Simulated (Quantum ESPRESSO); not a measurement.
BN: zone-centre phonons and dielectric response under several settings

```
B N
1.0
     2.49824    0.00000    0.00000
    -1.24912    2.16354    0.00000
     0.00000    0.00000    6.63570
B N
2 2
Direct
  0.33333 0.66667 0.25000
  0.66667 0.33333 0.75000
  0.33333 0.66667 0.75000
  0.66667 0.33333 0.25000
```

All runs used Quantum ESPRESSO 7.5; k mesh 12 × 12 × 4; relaxed cell; no spin polarisation; cutoff 1143 eV; occupations smeared at first, fixed for the response.

```tsv
level	potentials	volume (Å³/atom)	pressure (GPa)	lowest optical mode without the field (cm⁻¹)	highest optical mode without the field (cm⁻¹)	ε∞ (mean)	ε0 (mean)	Born charge of atom 1 (e)
PBE	PseudoDojo 0.4.1 SR PBE standard	10.17	0.3	25	1348	3.64	4.8	2.00
PBE+D3(BJ)	PseudoDojo 0.4.1 SR PBE standard	8.98	0.0	47	1359	4.04	5.4	2.06
LDA	PseudoDojo 0.4.1 SR LDA standard	?	0.0	?	?	?	?	?
```

Task: What stands in the row left open?

Result: Volume 8.69 Å³/atom; lowest optical mode without the field 51 cm⁻¹; highest optical mode without the field 1386 cm⁻¹; ε∞ 4.18; ε0 5.5; Born charge of atom 1 2.07 e.

Caveats: on a mesh that holds Γ this program's dielectric tensor can be off by some percent beyond the error of the mesh; the layers were relaxed without a dispersion term, so their spacing and the soft interlayer modes are unreliable (some runs); this functional lacks dispersion, which binds the layers, so the pressure and a relaxed spacing across them are unreliable (some runs).

For the row left open. Caveat: the layers were relaxed without a dispersion term, so their spacing and the soft interlayer modes are unreliable; on a mesh that holds Γ this program's dielectric tensor can be off by some percent beyond the error of the mesh.
